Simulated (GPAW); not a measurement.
**How the form of the self-energy moves the gap of GaAs (F-43m)**

Aim: compare treatments of exchange, screening and correlation for the gap of GaAs (F-43m).

Method: PBE and many-body steps on it, plane waves, in GPAW 26.7.0.

**Experimental background.**

- Gap 1.51 eV: band-edge emission energy from PL (direct gap at Gamma); photoluminescence, 633 nm excitation; 77 K; bulk crystal (MBE GaAs matrix around a thin InAs wetting layer on semi-insulating GaAs (100)) (“Photoluminescence of InAs/GaAs quantum dots under direct two-photon excitation”, 2020, pmc:7331710).

- Gap 1.42 eV: band-edge photoluminescence emission energy of the GaAs substrate; time-integrated photoluminescence; 300 K; bulk crystal ((001) GaAs substrate beneath GaBiAs epilayers) (“Investigation of the anisotropic electron g factor as a probe of the electronic structure of GaBixAs1-x/GaAs epilayers”, 2014, arxiv:1409.8467).

- Gap 1.418 ± 0.005 eV: direct gap E0 at Gamma from PR; modulated photoreflectance, low-field lineshape fit; 300 K; bulk crystal (semi-insulating GaAs(001) reference substrate) (“Evidence of valence band perturbations in GaAsN/GaAs(001): A combined variable-angle spectroscopic ellipsometry and modulated photoreflectance investigation”, 2008, arxiv:0805.2212).

- Gap 1.412 ± 0.01 eV: direct gap E0 at Gamma from ellipsometry; variable-angle spectroscopic ellipsometry, parametric critical-point fit; 300 K; bulk crystal (semi-insulating GaAs(001) reference substrate with native oxide) (“Evidence of valence band perturbations in GaAsN/GaAs(001): A combined variable-angle spectroscopic ellipsometry and modulated photoreflectance investigation”, 2008, arxiv:0805.2212).

Report form: the programs' logs are mostly left out.

### 1. Set-up

The structure is cubic, space group F-43m (No. 216). Conventional cell: a = 5.654 Å, b = 5.654 Å, c = 5.654 Å, α = 90.00°, β = 90.00°, γ = 90.00°. Ga has 4 As at 2.45 Å nearest. Nearest to As lie 4 Ga at 2.45 Å. Farther neighbours are not listed.

Coordinates:

```
Ga As
1.0
     0.00000    2.82685    2.82685
     2.82685    0.00000    2.82685
     2.82685    2.82685    0.00000
Ga As
1 1
Direct
  0.00000 0.00000 0.00000
  0.25000 0.25000 0.25000
```

The cell and positions come from the Crystallography Open Database and are kept as given unless a step says otherwise.

### 2. Empty states on the mesh, 6×6×6 mesh, 247 bands

This step: GPAW 26.7.0; DFT, PBE, plane waves, PAW.

The sums over transitions need many empty states on a uniform mesh; this step solves for them.

File run.py:

```python
import json
import numpy as np
from gpaw.mpi import world
from gpaw import GPAW

calc = GPAW('gs.gpw').fixed_density(kpts={'size': (6, 6, 6), 'gamma': True},
    parallel={'domain': 1, 'band': 1},
    txt='nscf.txt')
calc.diagonalize_full_hamiltonian(nbands=247)
calc.write('full.gpw', mode='all')
res = {}
kpts = calc.get_ibz_k_points()
res['kpts'] = kpts
res['eigenvalues'] = [calc.get_eigenvalues(kpt=k) for k in range(len(kpts))]
res['n_electrons'] = calc.get_number_of_electrons()

if world.rank == 0:
    with open('result.json', 'w') as f:
        json.dump(res, f, default=lambda x: x.tolist())
```

On the command line:

```console
$ mpirun -n 8 gpaw python run.py
```

The job ended after 5.4 s (8 MPI ranks of Arm Neoverse V2, shared host; peak memory 1.8 GiB).

Numbers from this step:

```yaml
gap: 0.5868 eV
k_of_the_valence_top: 0, 0, 0
k_of_the_conduction_bottom: 0, 0, 0
least_direct_gap: 0.5868 eV
k_points_computed: 16
lowest_point_of_the_top_converged_band_above_the_valence_top: 161.0810 eV
```

On this mesh the gap is 0.587 eV.

### 3. G0W0, Godby-Needs plasmon pole

Now the one-shot GW correction: screening in the RPA, then the self-energy of the levels asked for.

This step: G0W0 with a vertex from the rALDA kernel on PBE, plane waves, PAW.

File run.py:

```python
import json
import numpy as np
from gpaw.mpi import world
from gpaw.response.g0w0 import G0W0

gw = G0W0('full.gpw',
    filename='gw',
    kpts=[0],
    bands=(2, 6),
    ecut=175,
    nbands=237,
    integrate_gamma='WS',
    ppa=True,
    xc='rALDA',
    fxc_mode=None,
    fxc_modes=['GWP', 'GWS', 'GWG'],
    do_GW_too=True)
gw.calculate()
res = {mode: {k: v for k, v in r.items() if k != 'sigma_eskwn'}
       for mode, r in gw.all_results.items()}

if world.rank == 0:
    with open('result.json', 'w') as f:
        json.dump(res, f, default=lambda x: x.tolist())
```

On the command line:

```console
$ mpirun -n 8 gpaw python run.py
```

Run time: 8.7 min. Hardware: 8 MPI ranks; peak memory 5.3 GiB; 67 min of CPU time.

This step gave:

```yaml
gap_with_the_vertex_in_the_polarisability: 1.679 eV
gap_with_the_vertex_in_the_self_energy: 1.668 eV
gap_with_the_vertex_in_both: 1.620 eV
g0w0_gap_on_the_points_computed: 1.719 eV
least_direct_g0w0_gap_on_the_computed_points: 1.719 eV
z_at_the_valence_top: 0.7831
z_at_the_conduction_bottom: 0.7928
starting_gap_on_the_mesh: 0.5868 eV
k_of_the_valence_top: 0, 0, 0
k_of_the_conduction_bottom: 0, 0, 0
```

The gap on the mesh goes from 0.59 eV to 1.72 eV, a correction of +1.13 eV.

### 4. G0W0 with rALDA vertex

Edit run.py of step 3 so:

```diff
@@ -9,4 +9,4 @@
     bands=(2, 6),
-    ecut=175,
-    nbands=237,
+    ecut=105,
+    nbands=110,
     integrate_gamma='WS',
@@ -14,5 +14,3 @@
     xc='rALDA',
-    fxc_mode=None,
-    fxc_modes=['GWP', 'GWS', 'GWG'],
-    do_GW_too=True)
+    fxc_mode='GWG')
 gw.calculate()
```

On the command line:

```console
$ mpirun -n 8 gpaw python run.py
```

Wall time 65 s (8 MPI ranks); peak memory 3.5 GiB.

Numbers from this step:

- quasiparticle gap on the points computed: 1.626 eV
- least direct quasiparticle gap on the computed points: 1.626 eV
- Z at the valence top: 0.7908
- Z at the conduction bottom: 0.7988
- starting gap on the mesh: 0.5868 eV
- k of the valence top: 0, 0, 0
- k of the conduction bottom: 0, 0, 0

Against G0W0 in GPAW (6×6×6 mesh, 237 bands, screening to 175 eV, Godby-Needs plasmon pole), the gap moves by −0.094 eV.

### 5. Side by side

Times are wall times on 8 MPI ranks of Arm Neoverse V2, shared host, good to a factor of about two.

| run | mesh | bands | screening cutoff (eV) | DFT gap (eV) | gap on the mesh (eV) | direct (eV) | time |
| --- | --- | --- | --- | --- | --- | --- | --- |
| G0W0, Godby-Needs plasmon pole | 6×6×6 | 237 | 175 | 0.587 | 1.719 | 1.719 | 8.7 min |
| G0W0 with rALDA vertex | 6×6×6 | 110 | 105 | 0.587 | 1.626 | 1.626 | 65 s |

### 6. Results

```
G0W0, Godby-Needs plasmon pole : 1.719 eV
G0W0 with rALDA vertex         : 1.626 eV
known limits                   : not at the basis limit; no spin-orbit coupling; coarse k mesh
```

G0W0 with rALDA vertex: −0.094 eV against G0W0, Godby-Needs plasmon pole, at other bands or cutoff, so not like for like. With the rALDA kernel as a vertex the gap is 1.68 eV (in the polarisability), 1.67 eV (in the self-energy) and 1.62 eV (in both), against 1.72 eV without. Against experiment, by G0W0, Godby-Needs plasmon pole: the direct gap of 1.72 eV lies +0.21 eV from the measured 1.51 eV (exciton, 77 K, 2020); the direct gap of 1.72 eV lies +0.30 eV from the measured 1.42 eV (exciton, 300 K, 2014); the direct gap of 1.72 eV lies +0.30 eV from the measured 1.418 ± 0.005 eV (direct, 300 K, 2008); the direct gap of 1.72 eV lies +0.31 eV from the measured 1.412 ± 0.01 eV (direct, 300 K, 2008). An exciton line or allowed optical edge lies below the quasiparticle gap by the binding energy; a forbidden edge can push the onset above it. These are gaps on the mesh, at modest bands and cutoff. The calculation has static nuclei and no excitons; a measured gap holds zero-point and thermal motion, which mostly lowers it. Bands and cutoff are finite, so the gap is not at the basis limit. The miss can reach some tenths of an eV and take either sign; the mesh is an error of its own. These stock PAW sets were not made for GW; the filled d or f shell of As and Ga lies in the frozen core, which bears on start and correction. In the G0W0 runs levels were corrected at 1 k point alone, so a gap called «on the mesh» is the least over those, and an edge elsewhere would be missed. The 6×6×6 mesh is coarse for this cell, which bears on the long-range parts of exchange and screening. The many-body steps are scalar-relativistic: spin-orbit coupling is not in them.

[Paths, hosts, dates, memory and timing lines, banners, echoed tables and standing remarks are left out of the program output.]

[Logs are printed without paths, hosts, clocks, repeated set-up lines and the standing remarks that a program may print on its own settings, such as how far it seeks lower states.]

[Runs of the session that timed out or met a known fault of the program may be left out.]

[Hosts, paths, dates, database ids (printed as entryN), source tags and the programs' standing remarks are cut or masked in the printed files.]
